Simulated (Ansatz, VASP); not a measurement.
## HC60N3: VASP beside Ansatz

Wanted: the spread between two codes on one cell, functional and k mesh. The cell is taken from a series of runs on this material, whose earlier steps may have relaxed, scaled, displaced or heated it; both programs get it as it stands.

Main program and level: Ansatz 0.2.0; plane waves, with VASP 6.6.1 beside it; single point at HSE06.

## (1) Starting point

The cell holds 64 atoms: 60 C, 3 N and 1 H. Cell: a = 7.143 Å, b = 7.143 Å, c = 7.143 Å, α = 90.0°, β = 90.0°, γ = 90.0°. It derives from C (C (Fd-3m)). Nearest the centre at fractional (0.357, 0.357, 0.393): H64 at 0.51 Å, N62 at 1.64 Å, N63 at 1.64 Å, N61 at 1.64 Å, C45 at 1.89 Å, C12 at 2.34 Å, C13 at 2.34 Å, C4 at 2.34 Å.

## (2) Ansatz: single point, HSE06

Ansatz runs on its default PAW (the set named soft_2) files.

A single point gives forces, pressure and levels at one fixed geometry, so differences don't come from the geometry; what else differs is listed under the comparison.

Contents of input.yaml:

```yaml
crystal:
  lattice:
    - [7.14316351, 0.0, 0.0]
    - [0.0, 7.14316351, 0.0]
    - [0.0, 0.0, 7.14316351]
  atoms:
    - { symbol: C, position: [-0.001560951, -0.001810493, 0.250277258] }
    - { symbol: C, position: [-0.001572775, 0.249638342, -0.001452247] }
    - { symbol: C, position: [0.249886098, -0.001824407, -0.001451234] }
    - { symbol: "N", position: [0.237428513, 0.237177615, 0.23723082] }
    - { symbol: C, position: [0.12583738, 0.125586583, 0.369091075] }
    - { symbol: C, position: [0.125275668, 0.3689811, 0.125322795] }
    - { symbol: C, position: [0.369232078, 0.125021935, 0.125322865] }
    - { symbol: C, position: [0.000413145, 0.000161681, 0.749443915] }
    - { symbol: C, position: [0.002933131, 0.252292973, 0.497311882] }
    - { symbol: C, position: [0.252544505, 0.002681623, 0.497311879] }
    - { symbol: C, position: [0.252543982, 0.25229248, 0.746925465] }
    - { symbol: C, position: [0.125267161, 0.125017133, 0.872951819] }
    - { symbol: C, position: [0.125833187, 0.380512087, 0.624022329] }
    - { symbol: C, position: [0.380764061, 0.1255831, 0.624021733] }
    - { symbol: C, position: [0.374869819, 0.37461837, 0.874932941] }
    - { symbol: C, position: [0.002416187, 0.497061213, 0.252545337] }
    - { symbol: C, position: [-0.000124271, 0.748948684, 0.00065779] }
    - { symbol: C, position: [0.251017777, 0.498017985, 0.001537799] }
    - { symbol: C, position: [0.251016653, 0.748069651, 0.251587887] }
    - { symbol: C, position: [0.125273908, 0.624282998, 0.380624508] }
    - { symbol: C, position: [0.124339431, 0.873270482, 0.125596429] }
    - { symbol: C, position: [0.376467589, 0.625591798, 0.124014361] }
    - { symbol: C, position: [0.374869559, 0.874671887, 0.374987273] }
    - { symbol: C, position: [-0.001559771, 0.499328235, 0.751417168] }
    - { symbol: C, position: [-0.001573701, 0.751057942, 0.499966471] }
    - { symbol: "N", position: [0.237422817, 0.512366125, 0.512426514] }
    - { symbol: C, position: [0.249886408, 0.751054885, 0.751428653] }
    - { symbol: C, position: [0.124339735, 0.624009687, 0.876336689] }
    - { symbol: C, position: [0.125267015, 0.876653601, 0.62458735] }
    - { symbol: C, position: [0.369228848, 0.624280582, 0.624580498] }
    - { symbol: C, position: [0.374778409, 0.874591648, 0.875011513] }
    - { symbol: C, position: [0.497313257, 0.002165532, 0.252546402] }
    - { symbol: C, position: [0.498268078, 0.250765974, 0.001538763] }
    - { symbol: C, position: [0.749200201, -0.000374162, 0.000657159] }
    - { symbol: C, position: [0.748321198, 0.250765264, 0.251588802] }
    - { symbol: C, position: [0.624533662, 0.125023479, 0.380626631] }
    - { symbol: C, position: [0.625838803, 0.376216275, 0.124017884] }
    - { symbol: C, position: [0.873522699, 0.124090315, 0.125594553] }
    - { symbol: C, position: [0.874922729, 0.374618321, 0.374987536] }
    - { symbol: C, position: [0.499578246, -0.001809486, 0.751416217] }
    - { symbol: "N", position: [0.512615342, 0.237176987, 0.512426045] }
    - { symbol: C, position: [0.751306241, -0.00182609, 0.499967501] }
    - { symbol: C, position: [0.751306908, 0.249634222, 0.751428915] }
    - { symbol: C, position: [0.624260764, 0.124088799, 0.876336648] }
    - { symbol: C, position: [0.624534095, 0.368977974, 0.624583334] }
    - { symbol: C, position: [0.876905135, 0.125014771, 0.624587158] }
    - { symbol: C, position: [0.87484002, 0.374529678, 0.875012859] }
    - { symbol: C, position: [0.509686305, 0.509438243, 0.240168158] }
    - { symbol: C, position: [0.498747609, 0.750640255, -0.001035162] }
    - { symbol: C, position: [0.750886253, 0.498497046, -0.001031812] }
    - { symbol: C, position: [0.750882939, 0.750631544, 0.251103114] }
    - { symbol: C, position: [0.625837813, 0.625586828, 0.373388446] }
    - { symbol: C, position: [0.624232879, 0.87591766, 0.125621514] }
    - { symbol: C, position: [0.876167324, 0.62398053, 0.125622076] }
    - { symbol: C, position: [0.874838389, 0.874588882, 0.375072047] }
    - { symbol: C, position: [0.497311985, 0.497059503, 0.74743796] }
    - { symbol: C, position: [0.498267969, 0.748068584, 0.498840465] }
    - { symbol: C, position: [0.748321147, 0.498017136, 0.498841186] }
    - { symbol: C, position: [0.749200725, 0.748948619, 0.749979405] }
    - { symbol: C, position: [0.624233077, 0.623983113, 0.873685636] }
    - { symbol: C, position: [0.624261342, 0.873270301, 0.625517777] }
    - { symbol: C, position: [0.873523354, 0.624012105, 0.625516016] }
    - { symbol: C, position: [0.874674597, 0.874423687, 0.87518193] }
    - { symbol: H, position: [0.398288166, 0.398054177, 0.351542421] }
basis:
  ecutwfc: 420
  xc_grid: 2
hamiltonian:
  xc: hse06
kpoints:
  mp_grid: { grid: [1, 1, 1] }
scf:
  occupations: { method: fermi_dirac, width: 0.01 }
  max_iter: 120
output:
  forces: true
checkpoint:
  read: "../relax.run"
```

Run with:

```bash
ansatz run input.yaml --threads 4 --pin off --max-ram 7536MiB --backend cpu --events-out ev --progress --plain --runs-dir out
```

The program printed:

```text
Warning: the atoms were moved onto the symmetric positions of the space group found under crystal.symmetry.tolerance 1.0e-5 (fractional; no operation is sought that the atoms, as they stand in a round, miss by more than twice it, and no atom is moved by as much as it), and the run uses the moved positions. Before a round's move an operation carried an atom to 8.18e-5 Å from where it should land, the largest such dist [...]
[...]
Frozen-core exchange: fock
SCF iter   1: F=—  HF=-16210.602069 eV  |F-HF|=—  |Δ(HF+E_count)|=         —  Δρ=1.04e-2  dr2=1.78e-1  ethr=5.05e-7  ⟨swp⟩=10.0  Hψ=1168  notcnv=0
preconditioner: auto → none  [insulator: Δε(μ)=4.849 eV  Ē_g=19.497 eV  σ=0.010 eV  W_gap=1.00  n_scr=92 (ndim 8)  ℏωp=31.1 eV  f_vac=0.000  D(μ)=0.00/eV (n_scr^D=0)]
SCF iter   2: F=—  HF=-16210.524556 eV  |F-HF|=—  |Δ(HF+E_count)|=   7.75e-2  Δρ=2.84e-3  dr2=1.65e-2  ethr=5.05e-7  ⟨swp⟩=5.0  Hψ=764  notcnv=0
SCF iter   3: F=—  HF=-16210.593805 eV  |F-HF|=—  |Δ(HF+E_count)|=   6.92e-2  Δρ=1.25e-3  dr2=6.68e-3  ethr=5.05e-7  ⟨swp⟩=5.0  Hψ=726  notcnv=0
SCF iter   4: F=—  HF=-16210.592856 eV  |F-HF|=—  |Δ(HF+E_count)|=   9.49e-4  Δρ=5.00e-4  dr2=3.26e-3  ethr=5.05e-7  ⟨swp⟩=4.0  Hψ=636  notcnv=0
SCF iter   5: F=—  HF=-16210.592013 eV  |F-HF|=—  |Δ(HF+E_count)|=   8.43e-4  Δρ=1.66e-4  dr2=1.34e-4  ethr=5.05e-7  ⟨swp⟩=4.0  Hψ=468  notcnv=0
SCF iter   6: F=—  HF=-16210.592911 eV  |F-HF|=—  |Δ(HF+E_count)|=   8.98e-4  Δρ=1.45e-4  dr2=6.48e-5  ethr=2.51e-8  ⟨swp⟩=5.0  Hψ=586  notcnv=0
SCF iter   7: F=-16210.592888 eV  HF=-16210.592890 eV  |F-HF|=2.15e-6  |Δ(HF+E_count)|=   2.09e-5  Δρ=2.42e-5  dr2=2.89e-6  ethr=2.49e-8  ⟨swp⟩=3.0  Hψ=370  notcnv=0
SCF 2 stopped early in 7 iterations: F = -16210.592888 eV  dr2 = 2.89e-6
  Residual-converged pass: ⟨swp⟩=4.0  Hψ=455  notcnv=0  max |occ|·‖R‖ = 6.5e-6 eV (tolerance 6.7e-6 eV)  dr2=2.97e-6  dr2_onsite=3.38e-8  max |Δocc| = 0.0e0
  greatest PAW one-centre occupation: 0.780 electrons in one spin orbital (limit 2), on the N atom at site 40 (counted from 0), in its partial waves of l = 0
hybrid outer 1: dexx = +7.718e-2 eV, tail = 3.72e-5 eV
Exchange kernel: α = 0.2500, screened, ω = 0.2079 Å⁻¹, Wigner–Seitz truncation, v(0) = 704.2316 eV·Å³, q-mesh 1×1×1, nearest image of the exchange supercell L = 7.14 Å, pair-density grid 45×45×45, without the augmentation charges, whose exchange is taken in its separable form (the finest that the files' search goes to)
Frozen-core exchange: fock
SCF iter   1: F=—  HF=-16210.591907 eV  |F-HF|=—  |Δ(HF+E_count)|=         —  Δρ=2.52e-5  dr2=1.91e-6  ethr=7.27e-8  ⟨swp⟩=7.0  Hψ=560  notcnv=0
preconditioner: auto → none  [insulator: Δε(μ)=4.869 eV  Ē_g=19.511 eV  σ=0.010 eV  W_gap=1.00  n_scr=92 (ndim 8)  ℏωp=31.1 eV  f_vac=0.000  D(μ)=0.00/eV (n_scr^D=0)]
SCF iter   2: F=—  HF=-16210.591906 eV  |F-HF|=—  |Δ(HF+E_count)|=   3.81e-7  Δρ=8.52e-6  dr2=1.40e-7  ethr=6.60e-10  ⟨swp⟩=3.0  Hψ=401  notcnv=0
SCF iter   3: F=—  HF=-16210.591907 eV  |F-HF|=—  |Δ(HF+E_count)|=   5.88e-7  Δρ=5.96e-6  dr2=6.80e-8  ethr=3.23e-11  ⟨swp⟩=6.0  Hψ=613  notcnv=0
SCF iter   4: F=-16210.591907 eV  HF=-16210.591907 eV  |F-HF|=9.97e-10  |Δ(HF+E_count)|=   1.52e-8  Δρ=1.61e-6  dr2=3.99e-9  ethr=2.59e-11  ⟨swp⟩=3.0  Hψ=351  notcnv=0
SCF 3 converged in 4 iterations: F = -16210.591907 eV  dr2 = 3.99e-9
  Residual-converged pass: ⟨swp⟩=3.0  Hψ=330  notcnv=0  max |occ|·‖R‖ = 2.3e-6 eV (tolerance 2.5e-6 eV)  dr2=3.96e-9  dr2_onsite=2.12e-10  max |Δocc| = 0.0e0
hybrid outer 2: dexx = +6.804e-7 eV, tail = 1.04e-8 eV, Δε = 8.50e-4 eV (about 1.55e-5 eV left of the loop's levels), ΔF = 2.09e-3 eV/Å (tail 1.76e-4)
hybrid SCF converged: 2 outer / 11 inner (+4 warm-up), last move |dexx| = 6.80e-7 eV, tail = 1.04e-8 eV
Stability not checked: this state was not tested for a lower state beside it, because the functional holds exact exchange (a hybrid, or Hartree-Fock), whose exchange loop this test does not read (fock_operator; see scf.lower_state_search)
Free energy (F): -16210.591907 eV
Frozen-core exchange: fock
Harris-Foulkes:  -16210.591907 eV  (|F-HF|=9.97e-10)
Internal energy: -16210.591907 eV  (E = F + TS)
E sigma→0 (E₀):  -16210.591907 eV
Fermi energy:    15.323404 eV
--- Per-component energies (eV) ---
  E_band       = 651.401301
  E_kinetic    = 5941.265467
  E_local      = -4255.104123  (includes V_loc(G=0)·N_el)
  E_nonlocal   = 1697.487162
  E_hartree    = 979.868680
  E_xc         = -2515.696050
  E_vxc        = -3095.723331  (∫ρ·V_xc dr)
  E_exx        = -591.235513  (= α·E_x^exact, valence–valence)
  E_paw        = -6335.588009  (= ΣΔE_a)
  E_vpaw       = -413.791002  (= ΣTr[D̂ρ^β])
  E_aug_tail   = -0.000070  (compensation charges beyond the density's cutoff)
  E_ewald      = -11130.489917
  E_core_change = -1.099535  (= ΣΔE_core)
  E_smearing   = -0.000000  (= −TS)
  E_closure    = 0.000001  (closes the sum)
  Σ components = -16210.591907   (vs F -16210.591907, Δ=0.00e0)
--- Forces (eV/Å), atoms counted from 1 ---
  atom   1  C      0.01288450     0.01298460     0.01537271
  atom   2  C      0.00765885    -0.01396837     0.02099857
  atom   3  C     -0.01373394     0.00786727     0.02074584
  atom   4  N     -0.05756614    -0.05844945     0.09405166
  atom   5  C     -0.10754805    -0.10754872     0.02247276
  atom   6  C     -0.03074722     0.08061231    -0.05531719
  atom   7  C      0.08059924    -0.03023653    -0.05524693
  atom   8  C     -0.00640214    -0.00620968     0.00620968
  atom   9  C      0.01234117     0.00320214    -0.00320214
  atom  10  C      0.00326022     0.01276209    -0.00327420
  atom  11  C      0.00326022     0.00327420    -0.01276209
  atom  12  C     -0.00400962    -0.00405136    -0.00912056
  atom  13  C     -0.10754805    -0.02247276     0.10754872
  atom  14  C     -0.02265128    -0.10710887     0.10710887
  atom  15  C      0.00498228     0.00490470     0.03080154
  atom  16  C     -0.01037412    -0.01465271     0.01465271
  atom  17  C      0.00426705    -0.00213716     0.00213716
  atom  18  C      0.03055321    -0.00080918     0.00486398
  atom  19  C      0.03055321    -0.00486398     0.00080918
  atom  20  C     -0.03074722     0.05531719    -0.08061231
  atom  21  C     -0.01019166    -0.00668606     0.01439342
  atom  22  C      0.17560387    -0.08645387     0.08645387
  atom  23  C      0.00498228    -0.03080154    -0.00490470
  atom  24  C      0.01288450    -0.01537271    -0.01298460
[...]
atom  57  C     -0.00092117    -0.00491212    -0.03055427
  atom  58  C     -0.00550799    -0.00093567    -0.03085505
  atom  59  C     -0.00220912    -0.00203361    -0.00417764
  atom  60  C      0.00143228     0.00150028     0.01863016
  atom  61  C     -0.01459551    -0.00674670     0.00992552
  atom  62  C     -0.00711021    -0.01479273     0.01020153
  atom  63  C     -0.00442325    -0.00453622     0.00453622
  atom  64  H      2.79037348     2.78962228    -2.78962228
  max |Σ_I F_I| component: 1.74e-4 eV/Å
--- Band table (eV) ---
  k-point 0: bands = ["-11.4155", "-9.7281", "-9.7280", "-9.1794", "-8.7009", "-8.7009", "-8.4082", "-7.4480", "-7.4480", "-6.7826", "-6.3816", "-6.3815", "-6.3575", "-6.3288", "-6.3288", "-6.2306", "-6.1516", "-6.1516", "-5.7677", "-5.1775", "-5.1629", "-5.1629", "-4.6941", "-2.4332", "-2.4332", "-2.2574", "-2.2126", "-2.2126", "-2.1606", "-1.8554", "-1.8553", "-1.6052", "-1.4392", "-1.3012", "-1.3012", "-1.1805", " [...]
  guard bands above this table: 63 of the run's 192 bands. The solve was not asked for them (output.publish_guard_bands: true or output.eigenvalues: true publishes all)
```

(Continued in part 2 of 2.)

[Lines on the potential files, build, host, timing and source positions are cut from VASP's logs without a mark.]

[Logs are printed without paths, hosts, clocks, repeated set-up lines and the standing remarks that a program may print on its own settings, such as how far it seeks lower states.]

[Hosts, paths, dates, database ids (printed as entryN), source tags and the programs' standing remarks are cut or masked in the printed files.]
